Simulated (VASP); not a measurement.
# S2SiH2 in VASP: further runs, part 2 of 2

VASP 6.6.1.

## Step 5: Single point, PBE0+D3(BJ)

Contents of POSCAR:

```
SiH2S2
1.0
   13.0000000000      0.0000000000      0.0000000000
    0.0000000000     12.0000000000      0.0000000000
    0.0000000000      0.0000000000     11.0000000000
S Si H
2 1 2
Cartesian
    5.9125999400      4.9596500400      5.0382500300
    7.9798000100      7.1007500400      6.3136499800
    5.8981000000      6.9523500000      5.8172500100
    4.5985999800      4.9412499600      4.7543500400
    8.4274000200      5.8895499600      5.9323500500
```

Contents of INCAR.step1:

```
SYSTEM = SiH2S2
  ALGO = Normal
  EDIFF = 1E-5
  ENCUT = 400
  GGA = PE
  ISIF = 2
  ISMEAR = 0
  LASPH = .True.
  LCHARG = .False.
  LREAL = .False.
  LWAVE = .True.
  NELM = 80
  PREC = Accurate
  SIGMA = 0.01
```

Contents of INCAR.step2:

```
SYSTEM = SiH2S2
  AEXX = 0.25
  ALGO = Normal
  EDIFF = 1E-7
  ENCUT = 400
  GGA = PE
  ISIF = 2
  ISMEAR = 0
  ISTART = 1
  IVDW = 12
  LASPH = .True.
  LCHARG = .False.
  LHFCALC = .True.
  LREAL = .False.
  LWAVE = .False.
  NELM = 80
  PREC = Accurate
  PRECFOCK = Fast
  SIGMA = 0.01
```

Contents of KPOINTS:

```
k-points
0
Gamma
  1 1 1
  0 0 0
```

Potentials or basis: VASP PAW PBE potentials, release 64 (S, Si, H_s).

Launch:

```bash
> cat potpaw_PBE.64/S/POTCAR potpaw_PBE.64/Si/POTCAR potpaw_PBE.64/H_s/POTCAR > POTCAR
> cp INCAR.step1 INCAR
> mpirun -np 1 vasp_gam > vasp.out
> cp INCAR.step2 INCAR
> mpirun -np 1 vasp_gam > vasp.out
```

OUTCAR:

```text
SYSTEM = SiH2S2
   AEXX = 0.25
   EDIFF = 1E-7
   ENCUT = 400
   GGA = PE
   ISIF = 2
   ISMEAR = 0
   ISTART = 1
   IVDW = 12
   LASPH = .True.
   LHFCALC = .True.
   LREAL = .False.
   NELM = 80
   PREC = Accurate
   PRECFOCK = Fast
 IVDW          = 12

 ion  position               nearest neighbor table
   1  0.455  0.413  0.458-   4 1.34   3 2.14
   2  0.614  0.592  0.574-   5 1.35   3 2.15
   3  0.454  0.579  0.529-   1 2.14   2 2.15
   4  0.354  0.412  0.432-   1 1.34
   5  0.648  0.491  0.539-   2 1.35

  LATTYP: Found a simple orthorhombic cell.
 ALAT       =    11.0000000000
 B/A-ratio  =     1.0909090909
 C/A-ratio  =     1.1818181818

  Lattice vectors:

 A1 = (   0.0000000000,   0.0000000000, -11.0000000000)
 A2 = (   0.0000000000,  12.0000000000,   0.0000000000)
 A3 = (  13.0000000000,   0.0000000000,   0.0000000000)

Analysis of symmetry for initial positions (statically):
=====================================================================
 Subroutine PRICEL returns:
 Original cell was already a primitive cell.

 Routine SETGRP: Setting up the symmetry group for a
 simple orthorhombic supercell.

 Subroutine GETGRP returns: Found  1 space group operations
 (whereof  1 operations were pure point group operations)
 out of a pool of  8 trial point group operations.

The static configuration has the point symmetry C_1 .

Analysis of symmetry for dynamics (positions and initial velocities):
=====================================================================
 Subroutine PRICEL returns:
 Original cell was already a primitive cell.
[... 115 lines left out ...]
   GGA     = PE    functional components
   LHFCALC =     T    Hartree Fock is set to
   PRECFOCK=fast      Normal, Fast or Accurate (Low or Medium for compatibility)
   ENCUT4O =  -1.0   cutoff for four orbital integrals eV
   NKREDX  =     1    reduce k-point grid by
   NKREDY  =     1    reduce k-point grid by
   NKREDZ  =     1    reduce k-point grid by
   AEXX    =    0.2500 exact exchange contribution
   HFSCREEN=    0.0000 screening length (either q_TF or 0.3 A-1)
   HFSCREENC=   0.0000 screening length for correlation (either q_TF or 0.3 A-1)
   ENCUTFOCK=  -1.0 apply spherical cutoff to Coloumb kernel
   IVDW    =    12    specifies the selected vdW correction
   LEPSILON=     F    determine dielectric tensor
   LRPA    =     F    only Hartree local field effects (RPA)
 non-spin polarized calculation
 Gauss-broadening in eV      SIGMA  =   0.01
  energy-cutoff  :      400.00
  volume of cell :     1716.00
 maximum number of plane-waves:     15558
 NGX is ok and might be reduce to    90
  NGX = 48; NGY = 40; NGZ = 40

 number of electron      18.0000001 magnetization

 Free energy of the ion-electron system (eV)
  ---------------------------------------------------
  ext. energy  EPLUGINS =         0.00000000
  ---------------------------------------------------
  free energy    TOTEN  =       -26.64951795 eV

  energy without entropy =      -26.64951795  energy(sigma->0) =      -26.64951795

 E-fermi :  -6.7481     XC(G=0):  -0.7046

 val. band max:       -6.7950143708   @ k =   0.0000   0.0000   0.0000
 cond. band min:      -1.8618297791   @ k =   0.0000   0.0000   0.0000
 fundamental gap:      4.9331845917
 Fermi energy:        -6.7481068354

 k-point     1 :       0.0000    0.0000    0.0000
  band No.  band energies     occupation
      1     -20.9507      2.00000
      2     -20.0630      2.00000
      3     -13.4370      2.00000
      4     -11.9644      2.00000
      5     -10.5194      2.00000
      6      -8.8392      2.00000
      7      -8.4967      2.00000
      8      -7.3951      2.00000
      9      -6.7950      2.00000
     10      -1.8618      0.00000
     11      -0.3016      0.00000
     12      -0.1008      0.00000
     13       0.3478      0.00000

------------------------ aborting loop because EDIFF is reached ----------------------------------------

 Edisp (eV)   -0.14065

 E8    (eV) :    -0.0679

  FORCE on cell =-STRESS in cart. coord.  units (eV):
  Direction    XX          YY          ZZ          XY          YZ          ZX
  --------------------------------------------------------------------------------------
  -------------------------------------------------------------------------------------
  Total      -0.39097    -0.39844    -0.15301     0.03907    -0.09191    -0.03823
  in kB      -0.36504    -0.37201    -0.14286     0.03648    -0.08581    -0.03569
  external pressure =       -0.29 kB  Pullay stress =        0.00 kB

 VOLUME and BASIS-vectors are now :
 -----------------------------------------------------------------------------
  energy-cutoff  :      400.00
  volume of cell :     1716.00
      direct lattice vectors                 reciprocal lattice vectors
    13.000000000  0.000000000  0.000000000     0.076923077  0.000000000  0.000000000
     0.000000000 12.000000000  0.000000000     0.000000000  0.083333333  0.000000000
     0.000000000  0.000000000 11.000000000     0.000000000  0.000000000  0.090909091

 POSITION                                       TOTAL-FORCE (eV/Angst)
 -----------------------------------------------------------------------------------
      5.91260      4.95965      5.03825        -0.097080      0.069038      0.007265
      7.97980      7.10075      6.31365        -0.010298     -0.091056     -0.036590
      5.89810      6.95235      5.81725         0.051869     -0.075331     -0.019013
      4.59860      4.94125      4.75435         0.098884      0.001420      0.020304
      8.42740      5.88955      5.93235        -0.043375      0.095929      0.028033
 -----------------------------------------------------------------------------------
    total drift:                               -0.001272      0.005376     -0.000340

  FREE ENERGIE OF THE ION-ELECTRON SYSTEM (eV)
  ---------------------------------------------------
  free  energy   TOTEN  =       -26.7901670477 eV

  energy  without entropy=      -26.7901670477  energy(sigma->0) =      -26.79016705
```

OSZICAR.step1:

```text
N       E                     dE             d eps       ncg     rms          rms(c)
DAV:   1     0.161833626224E+03    0.16183E+03   -0.33959E+03    26   0.635E+02
DAV:   2     0.399944850390E+02   -0.12184E+03   -0.11242E+03    36   0.114E+02
DAV:   3    -0.145063922026E+02   -0.54501E+02   -0.54268E+02    26   0.966E+01
[... 13 lines left out ...]
DAV:  17    -0.204572176912E+02   -0.57962E-03   -0.57267E-05    31   0.300E-02    0.693E-03
DAV:  18    -0.204573873614E+02   -0.16967E-03   -0.82792E-06    28   0.136E-02    0.417E-03
DAV:  19    -0.204575617338E+02   -0.17437E-03   -0.19484E-05    23   0.176E-02    0.544E-03
DAV:  20    -0.204575832515E+02   -0.21518E-04   -0.27100E-06    28   0.835E-03    0.254E-03
DAV:  21    -0.204575875052E+02   -0.42537E-05   -0.58223E-07    28   0.398E-03
   1 F= -.20457588E+02 E0= -.20457588E+02  d E =-.223468E-21
```

Wall time 3.6 min (1 thread of Intel Xeon 6975P-C (Granite Rapids), shared host); peak memory 0.97 GiB.

Results:

```
Free energy                     : -26.7902 eV
Largest force                   : 0.119 eV/Å
Gap between the frontier levels : 4.93 eV
Dispersion energy per atom      : -0.028 eV
```

Forces on the atoms (eV/Å):
```
S   -0.097  0.069  0.007
S   -0.010 -0.091 -0.037
Si   0.052 -0.075 -0.019
H    0.099  0.001  0.020
H   -0.043  0.096  0.028
```

Levels at points of the mesh, in eV from the valence-band top:
```csv
k point,band 5,band 6,band 7,band 8,band 9,band 10,band 11,band 12,band 13
"(0.00, 0.00, 0.00)",-3.72,-2.04,-1.70,-0.60,0.00,4.93,6.49,6.69,7.14
```

Caveat: the PAW data sets were made with another functional, which shifts forces and pressure a little.

## Step 6: Single point, r2SCAN0+D3(BJ)

POSCAR is that of step 5.

Contents of INCAR.step1:

```
ALGO = Normal
EDIFF = 1E-5
ENCUT = 400
GGA = PE
ISIF = 2
ISMEAR = 0
LASPH = T
LREAL = F
LWAVE = T
NBANDS = 17
NELM = 80
PREC = Accurate
SIGMA = 0.01
```

Contents of INCAR.step2:

```
AEXX = 0.25
ALGO = Normal
EDIFF = 1E-6
ENCUT = 400
HFRCUT = -1
ISIF = 2
ISMEAR = 0
ISTART = 1
IVDW = 12
LASPH = T
LCHARG = T
LELF = T
LHFCALC = T
LMIXTAU = T
LREAL = F
LVACPOTAV = T
LVHAR = T
LWAVE = F
METAGGA = R2SCAN
NBANDS = 17
NELM = 80
PREC = Accurate
PRECFOCK = Fast
SIGMA = 0.01
VDW_A1 = 0.4534
VDW_A2 = 5.8972
VDW_S6 = 1.0
VDW_S8 = 1.1846
```

Contents of KPOINTS:

```
k-points
0
Gamma
  1 1 1
```

Potentials or basis: VASP PAW PBE potentials, release 64 (S, Si, H_s).

Launch:

```bash
> cat potpaw_PBE.64/S/POTCAR potpaw_PBE.64/Si/POTCAR potpaw_PBE.64/H_s/POTCAR > POTCAR
> cp INCAR.step1 INCAR
> mpirun -np 1 vasp_gam > vasp.out
> cp INCAR.step2 INCAR
> mpirun -np 1 vasp_gam > vasp.out
```

Run time: 6.3 min. Hardware: 1 thread of Intel Xeon 6975P-C (Granite Rapids), shared host; peak memory 1 GiB.

It converged, with:

- Free energy: -34.9238 eV
- Largest force: 0.287 eV/Å
- Gap between the frontier levels: 5.07 eV
- Dispersion energy per atom: -0.010 eV

Forces on the atoms (eV/Å):
```
S   -0.229  0.171  0.022
S   -0.073 -0.208 -0.096
Si   0.164 -0.169 -0.035
H    0.221 -0.003  0.044
H   -0.083  0.210  0.065
```

Levels at points of the mesh, in eV from the valence-band top:
```tsv
k point	band 5	band 6	band 7	band 8	band 9	band 10	band 11	band 12	band 13	band 14
(0.00, 0.00, 0.00)	-3.84	-2.12	-1.79	-0.66	0.00	5.07	6.79	7.06	7.50	7.89
```

Caveat: the PAW data sets were made with another functional, which shifts forces and pressure a little.

## Step 7: The reference run

An earlier run on the cell as given: functional PBE; potentials or basis VASP PAW PBE potentials, release 64 (S, Si, H); cutoff 520 eV; k mesh 1 × 1 × 1; occupations gaussian, width 0.01 eV; no spin polarisation.

* Largest force: 0.312 eV/Å
* Gap between the frontier levels: 3.14 eV

## Step 8: The runs side by side

```csv
level,potentials or basis,cutoff (eV),grid for exact exchange (PRECFOCK),exchange at q = 0,screening parameter,gap on the mesh (eV),largest force (eV/Å)
B3LYP+D4,"VASP PAW PBE potentials, release 64 (S, Si, H)",520,Normal,truncated,-,4.57,0.26
HSE06+D4,"VASP PAW PBE potentials, release 64 (S, Si, H)",520,Fast,-,0.2 1/A,4.17,0.13
LDA,"VASP PAW LDA potentials, release 64 (S, Si, H)",520,-,-,-,3.09,0.35
PBE0+D3(BJ),"VASP PAW PBE potentials, release 64 (S, Si, H_s)",400,Fast,default,-,4.93,0.12
r2SCAN0+D3(BJ),"VASP PAW PBE potentials, release 64 (S, Si, H_s)",400,Fast,truncated,-,5.07,0.29
PBE,"VASP PAW PBE potentials, release 64 (S, Si, H)",520,-,-,-,3.14,0.31
```

Alike in all rows: task single point; no spin polarisation; cell as given; k mesh 1 × 1 × 1; smearing gaussian 0.01 eV.

Caveats: the PAW data sets were made with another functional, which shifts forces and pressure a little (some runs).

Total energies depend on the potentials used, so only differences within one code and one set of settings carry meaning.
